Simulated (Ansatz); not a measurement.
This script makes an equation of state with a fit of ZrO₂, space group P4_2/nmc with Ansatz's Python interface.

`eos_zro2.py`
```python
import ansatz as az
import numpy as np
from scipy.optimize import curve_fit

CUTOFF_EV = 420
OCCUPATIONS = "Fixed"
XC = "pbe"
MESH = (6, 6, 4)

VECTORS = np.array([
    [3.5961, 0.0, 0.0],
    [0.0, 3.5961, 0.0],
    [0.0, 0.0, 5.177],
])
SITES = [
    ("Zr", [0.0, 0.0, 0.0]),
    ("Zr", [0.5, 0.5, 0.5]),
    ("O", [0.0, 0.5, 0.203]),
    ("O", [0.0, 0.5, 0.703]),
    ("O", [0.5, 0.0, 0.297]),
    ("O", [0.5, 0.0, 0.797]),
]


def crystal_on(cell):
    crystal = az.Crystal(lattice=az.Lattice.of(cell))
    for symbol, position in SITES:
        crystal = crystal.atom(symbol, position)
    return crystal

def vinet(v, e0, v0, b0, b1):
    eta = (v / v0) ** (1 / 3)
    return e0 + 2 * b0 * v0 / (b1 - 1) ** 2 * (2 - (5 + 3 * b1 * (eta - 1) - 3 * eta) * np.exp(-1.5 * (b1 - 1) * (eta - 1)))


def main() -> None:
    volumes, energies = [], []
    for scale in np.linspace(0.92, 1.08, 7):
        cell = VECTORS * scale ** (1 / 3)
        setup = (
            crystal_on(cell).calculation()
            .basis(CUTOFF_EV)
            .occupations(OCCUPATIONS)
            .functional(XC)
            .pseudopotentials("paw")
            .kpoints(*MESH)
        )
        report = setup.run().report
        volumes.append(abs(np.linalg.det(cell)) / len(SITES))
        energies.append(report["free_energy_ev"] / len(SITES))
        print(f"V = {volumes[-1]:8.4f} A^3/atom  F = {energies[-1]:.5f} eV/atom")

    guess = (min(energies), volumes[int(np.argmin(energies))], 0.5, 4.5)
    (e0, v0, b0, b1), _ = curve_fit(vinet, np.array(volumes), np.array(energies), p0=guess, maxfev=20000)
    print(f"Vinet fit: V0 = {v0:.4f} A^3/atom, B0 = {160.21766 * b0:.1f} GPa, B1 = {b1:.2f}")
    print("largest residual", round(1000 * float(np.abs(vinet(np.array(volumes), e0, v0, b0, b1) - energies).max()), 3), "meV/atom")


if __name__ == "__main__":
    main()
```

From its runs, with one value withheld:

| V (Å³/atom) | F less the lowest row shown (meV/atom) |
| --- | --- |
| 10.265 | 93.93 |
| 10.563 | 46.96 |
| 10.861 | 16.27 |
| 11.158 | 0.00 |
| 11.456 | ? |
| 11.753 | 3.16 |
| 12.051 | 19.78 |

What is the missing energy at 11.456 Å³ an atom?

A third-order Birch-Murnaghan fit, E = E0 + (9 V0 B0 / 16) [(t - 1)³ B' + (t - 1)² (6 - 4t)] with t = (V0/V)^(2/3), through the 6 rows shown gives V0 = 11.406 Å³, B0 = 230.0 GPa, B' = 4.13 and E0 = -4.04 meV. At V = 11.456 Å³, t = 0.99710, and the fit interpolates to -3.89 meV. The run gave -3.91 meV, a miss of 0.02 meV.

What to keep in mind:
- The run is spin-unpolarised.
- Shape and fractional positions are held along the curve, so the bulk modulus is an upper value where they are free to relax.
- This is a high-temperature or high-pressure form, not the ambient phase.
- The starting cell is as deposited in a crystallographic database; the results hold for this polymorph, which needn't be the stable one.
- Finished in 15 s on 1 thread of Intel(R) Xeon(R) Processor @ 2.30GHz, with other jobs on the host, peak memory 0.57 GiB.
